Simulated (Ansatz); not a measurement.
# CuI: equation of state

How stiff is CuI, and at what volume does the pressure vanish? The cell is scaled evenly, atoms carried along, and solved with LAPW, PAW and all-electron datasets made for the crystal.

The COD entry's cell or inner coordinates are ideal or old and differ from later refinements, so a difference from it is no clean test against experiment.

Computed with Ansatz 0.2.0 (DFT PBE, scalar-relativistic, unless a step's input says otherwise).

### 1 The system as given

Symmetry: F-43m, No. 216, cubic system. The conventional cell has a = 6.063 Å, b = 6.063 Å, c = 6.063 Å, α = 90.00°, β = 90.00°, γ = 90.00°. Around Cu (site symmetry -43m) lie 4 I at 2.63 Å. Around I (site symmetry -43m) lie 4 Cu at 2.63 Å.

Structure file:

```
Cu I
1.0
     0.00000    3.03150    3.03150
     3.03150    0.00000    3.03150
     3.03150    3.03150    0.00000
Cu I
1 1
Direct
  0.75000 0.75000 0.75000
  0.00000 0.00000 0.00000
```

Structure: COD 9004456, as refined from experiment and not relaxed.

Atoms are numbered in the order of the input: Cu1, I2.

### 2 Volume × 0.96, LAPW

Contents of input.yaml:

```yaml
crystal:
  lattice:
    - [0.0, 2.9905287613, 2.9905287613]
    - [2.9905287613, 0.0, 2.9905287613]
    - [2.9905287613, 2.9905287613, 0.0]
  atoms:
    - { symbol: Cu, position: [0.75, 0.75, 0.75] }
    - { symbol: I, position: [0.0, 0.0, 0.0] }
kpoints:
  mp_grid: { grid: [9, 9, 9] }
scf:
  occupations: { method: fermi_dirac, width: 0.03 }
hamiltonian:
  xc: pbe
  pseudopotentials: { kind: all_electron, lapw: { basis_error: 0.001 } }
output:
  forces: true
  stress: true
  eigenvalues: true
```

The run is started by

```bash
> ansatz run input.yaml --threads 1 --pin off --max-ram 2048MiB --backend cpu --events-out ev --progress --plain --runs-dir out
```

### 3 Volume × 0.96, PAW

input.yaml, as its differences from that of step 2:

```diff
@@ -14,3 +14,3 @@
   xc: pbe
-  pseudopotentials: { kind: all_electron, lapw: { basis_error: 0.001 } }
+  pseudopotentials: { kind: paw }
 output:
@@ -19 +19,2 @@
   eigenvalues: true
+  efg: { contact_densities: true }
```

### 4 Volume × 0.96, crystal datasets

input.yaml, as its differences from that of step 3:

```diff
@@ -14,3 +14,3 @@
   xc: pbe
-  pseudopotentials: { kind: paw }
+  pseudopotentials: { kind: all_electron, datasets: crystal }
 output:
```

### 5 Volume × 0.98, LAPW

Contents of input.yaml:

```yaml
crystal:
  lattice:
    - [0.0, 3.0111537494, 3.0111537494]
    - [3.0111537494, 0.0, 3.0111537494]
    - [3.0111537494, 3.0111537494, 0.0]
  atoms:
    - { symbol: Cu, position: [0.75, 0.75, 0.75] }
    - { symbol: I, position: [0.0, 0.0, 0.0] }
kpoints:
  mp_grid: { grid: [9, 9, 9] }
scf:
  occupations: { method: fermi_dirac, width: 0.03 }
hamiltonian:
  xc: pbe
  pseudopotentials: { kind: all_electron, lapw: { basis_error: 0.001 } }
output:
  forces: true
  stress: true
  eigenvalues: true
```

### 6 Volume × 0.98, PAW

input.yaml, as its differences from that of step 5:

```diff
@@ -14,3 +14,3 @@
   xc: pbe
-  pseudopotentials: { kind: all_electron, lapw: { basis_error: 0.001 } }
+  pseudopotentials: { kind: paw }
 output:
@@ -19 +19,2 @@
   eigenvalues: true
+  efg: { contact_densities: true }
```

### 7 Volume × 1.02, LAPW

Contents of input.yaml:

```yaml
crystal:
  lattice:
    - [0.0, 3.051576744, 3.051576744]
    - [3.051576744, 0.0, 3.051576744]
    - [3.051576744, 3.051576744, 0.0]
  atoms:
    - { symbol: Cu, position: [0.75, 0.75, 0.75] }
    - { symbol: I, position: [0.0, 0.0, 0.0] }
kpoints:
  mp_grid: { grid: [9, 9, 9] }
scf:
  occupations: { method: fermi_dirac, width: 0.03 }
hamiltonian:
  xc: pbe
  pseudopotentials: { kind: all_electron, lapw: { basis_error: 0.001 } }
output:
  forces: true
  stress: true
  eigenvalues: true
```

### 8 Volume × 1.02, PAW

input.yaml, as its differences from that of step 7:

```diff
@@ -14,3 +14,3 @@
   xc: pbe
-  pseudopotentials: { kind: all_electron, lapw: { basis_error: 0.001 } }
+  pseudopotentials: { kind: paw }
 output:
@@ -19 +19,2 @@
   eigenvalues: true
+  efg: { contact_densities: true }
```

### 9 Volume × 1.04, LAPW

Contents of input.yaml:

```yaml
crystal:
  lattice:
    - [0.0, 3.0713927327, 3.0713927327]
    - [3.0713927327, 0.0, 3.0713927327]
    - [3.0713927327, 3.0713927327, 0.0]
  atoms:
    - { symbol: Cu, position: [0.75, 0.75, 0.75] }
    - { symbol: I, position: [0.0, 0.0, 0.0] }
kpoints:
  mp_grid: { grid: [9, 9, 9] }
scf:
  occupations: { method: fermi_dirac, width: 0.03 }
hamiltonian:
  xc: pbe
  pseudopotentials: { kind: all_electron, lapw: { basis_error: 0.001 } }
output:
  forces: true
  stress: true
  eigenvalues: true
```

### 10 Volume × 1.04, PAW

input.yaml, as its differences from that of step 9:

```diff
@@ -14,3 +14,3 @@
   xc: pbe
-  pseudopotentials: { kind: all_electron, lapw: { basis_error: 0.001 } }
+  pseudopotentials: { kind: paw }
 output:
@@ -19 +19,2 @@
   eigenvalues: true
+  efg: { contact_densities: true }
```

### 11 Volume × 1.04, crystal datasets

input.yaml, as its differences from that of step 10:

```diff
@@ -14,3 +14,3 @@
   xc: pbe
-  pseudopotentials: { kind: paw }
+  pseudopotentials: { kind: all_electron, datasets: crystal }
 output:
```

(Steps that only read results are left out.)

**Question.** What will these runs give? Wanted: equilibrium volume; bulk modulus (for each run or level that gives them).

As calculated:

```
                      quantity           value
     equilibrium volume (LAPW)  28.088 Å³/atom
           bulk modulus (LAPW)          39 GPa
its pressure derivative (LAPW)             5.2
      equilibrium volume (PAW)  28.080 Å³/atom
            bulk modulus (PAW)          39 GPa
 its pressure derivative (PAW)             5.2
```

By LAPW, the pressure vanishes at 28.09 Å³/atom (+0.8 % from the starting cell) and the bulk modulus there is 39 GPa (Birch-Murnaghan, third order). PAW's volume lies -0.03 % and its modulus less than 0.1 % from LAPW's. The gap goes from 1.23 eV at the smallest volume to 1.02 eV at the largest. No thermal or zero-point expansion is included. Spin-orbit coupling is left out, though the cell holds I; in elements this heavy it can shift bands and gaps by tenths of an eV.

These are semilocal Kohn-Sham gaps, which aren't the measured quantity. Such gaps usually fall short of the measured ones; spin-orbit coupling, left out here, narrows gaps with I, so the two errors partly cancel.
